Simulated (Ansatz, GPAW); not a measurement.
This is a calculation of Zr (Zirconium) for GPAW 26.7.0 (ASE script). 

run.py

```python
from ase.dft.bandgap import bandgap
from ase.io import read, write
from ase.units import GPa
from gpaw import GPAW, PW

atoms = read('POSCAR')

calc = GPAW(mode=PW(600),
            xc='PBE',
            kpts={'size': (9, 9, 5), 'gamma': True},
            occupations={'name': 'methfessel-paxton', 'order': 0, 'width': 0.015},
            nbands=24,
            convergence={'density': 1e-05, 'energy': 1e-05},
            maxiter=150,
            txt='gpaw.txt')
atoms.calc = calc
energy = atoms.get_potential_energy()
forces = atoms.get_forces()
stress = atoms.get_stress()
calc.write('gs.gpw')
write('result.traj', atoms)
print(f'Energy: {energy:.6f} eV')
print('Forces (eV/A):')
print(forces.round(4))
print('Stress (GPa):', (stress / GPa).round(3))
print('Fermi level:', round(calc.get_fermi_level(), 4), 'eV')
print(f'Gap: {bandgap(calc)[0]:.4f} eV, direct: {bandgap(calc, direct=True)[0]:.4f} eV')
```

Contents of POSCAR:

```
Zr
1.0
    3.2320000000      0.0000000000      0.0000000000
   -1.6160000000      2.7989941050      0.0000000000
    0.0000000000      0.0000000000      5.1470000000
Zr
2
Direct
    0.6666666667      0.3333333333      0.7500000000
    0.3333333333      0.6666666667      0.2500000000
```

Potentials or basis: GPAW PAW data sets (gpaw-data 1.2.1), pw.

Run with:

```console
$ OMP_NUM_THREADS=1 python run.py
```

Translate it to Ansatz 0.2.0. Potentials or basis there: all-electron LAPW, scalar-relativistic.

As run (cutoffs and basis follow the program's own potentials, and thresholds, step limits or extra output files can differ):

input.yaml

```yaml
crystal:
  lattice:
    - [3.232, 0.0, 0.0]
    - [-1.616, 2.798994105, 0.0]
    - [0.0, 0.0, 5.147]
  atoms:
    - { symbol: Zr, position: [0.6666666667, 0.3333333333, 0.75] }
    - { symbol: Zr, position: [0.3333333333, 0.6666666667, 0.25] }
kpoints:
  mp_grid: { grid: [9, 9, 5] }
scf:
  occupations: { method: gaussian, width: 0.015 }
hamiltonian:
  xc: pbe
  pseudopotentials: { kind: all_electron, lapw: { basis_error: 0.001 } }
output:
  forces: true
  stress: true
  eigenvalues: true
```

Potentials or basis: all-electron LAPW, scalar-relativistic.

Launch:

```bash
$ ansatz run input.yaml --threads 1 --pin off --max-ram 3072MiB --backend cpu --events-out ev --progress --plain --runs-dir out
```

Both were run:

|  | GPAW | Ansatz |
| --- | --- | --- |
| Pressure | 0.2 GPa | 0.6 GPa |

Where Ansatz's input types no cutoff or centring, it takes its own default and a Γ-centred mesh.

Pressure is positive in compression.
